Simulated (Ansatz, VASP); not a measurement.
# Two plane-wave programs on CoO

```xyz
4
Lattice="3.1544 0.0000 0.0000 -1.5772 2.7318 0.0000 0.0000 0.0000 5.1580" Properties=species:S:1:pos:R:3 pbc="T T T"
Co    0.0000    1.8212    2.5964
Co    0.0000    0.0000    0.0179
O     0.0000    1.8212    4.4955
O     0.0000    0.0000    1.9168
```

Change from the starting cell: volume scaled by 0.96.

Alike in both runs: task single point; functional PBE; k mesh 10 × 10 × 5; occupations fermi-dirac, width 0.05 eV; collinear spin, ferromagnetic start.

```csv
,VASP,Ansatz
version,VASP 6.6.1,Ansatz 0.2.0
potentials or method,"VASP PAW PBE potentials, release 64 (Co, O)",Ansatz PAW
plane-wave cutoff (eV),520,420
valence electrons in the cell,30,46
```

```tsv
	VASP	Ansatz	Ansatz less VASP
gap on the k mesh at the Fermi level (eV)	none	none	-
pressure (GPa)	6.6	4.7	-1.95
largest component of the traceless stress (GPa)	3.57	1.38	-2.187
rms of the force components (eV/Å)	0.196	0.095	-0.1011
net moment per atom (μB)	1.41	0.00	-1.408
size of the moment on the site where the two differ most (μB)	2.41	2.07	-0.346
```

The net moments differ so much that the two runs ended in different magnetic states, which moves the other rows too. Site moments also hang on the region over which each program counts them. Atom by atom the forces differ by 0.292 eV/Å (rms over components). A gap of «none» marks a metal or a gap that the smearing closes. The two sets of potentials don't hold the same shells in valence.

Caveats: semilocal functionals often make such compounds metallic where correlation or magnetic order opens a gap, which also shifts bond lengths; the pressure holds a Pulay correction of +0.7 GPa for the finite cutoff (Ansatz); the starting moments weren't kept (Ansatz).
